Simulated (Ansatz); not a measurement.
## Random displacements in C

Method: DFT PBE+D3(BJ), scalar-relativistic, plane waves, PAW (Ansatz 0.2.0). The runs took a 420 eV cutoff, a Γ-centred 22×22×8 mesh and Gaussian smearing (0.15 eV). No spin polarisation. Energies are free energies at this smearing, counted from the undisturbed cell; pressure is positive in compression.

Reference structure (relaxed at this level; this form isn't the usual structure):

```xyz
4
Lattice="1.2328 -2.1341 0.0000 1.2328 2.1341 0.0000 0.0000 0.0000 6.7990" Properties=species:S:1:pos:R:3 pbc="T T T"
C     1.2328    1.7786    5.0992
C     1.2328   -0.3556    1.6997
C     1.2328   -1.7786    1.6997
C     1.2328    0.3556    5.0992
```

After a displacement of all atoms with no net shift and a strain of the cell, the run gives ΔE = 414.6 meV/atom; stress (xx, yy, zz, yz, xz, xy; compression positive) (63.12, 13.69, -0.18, -3.47, -2.68, -11.25) GPa; gap on the mesh 0.18 eV.

```
atom Fx (eV/Å) Fy Fz
  C1     -8.622  -5.207  -1.837
  C2      9.540  -4.017   0.215
  C3     -9.547   4.015  -0.137
  C4      8.630   5.210   1.758
```

Task: Which displacements (Å, in the unstrained cell) and strain were applied?

Result:
```
atom ux uy uz
  C1  -0.04   0.05   0.11
  C2   0.03   0.01  -0.04
  C3   0.17  -0.03  -0.05
  C4  -0.16  -0.03  -0.01
```
Strain (Voigt, engineering shear): (-0.0308, 0.0043, -0.0025, -0.0144, 0.0517, 0.0210).

Cost: 1 run of about 0.45 core-minutes, on AMD EPYC 9R45 (Zen 5) (shared hosts).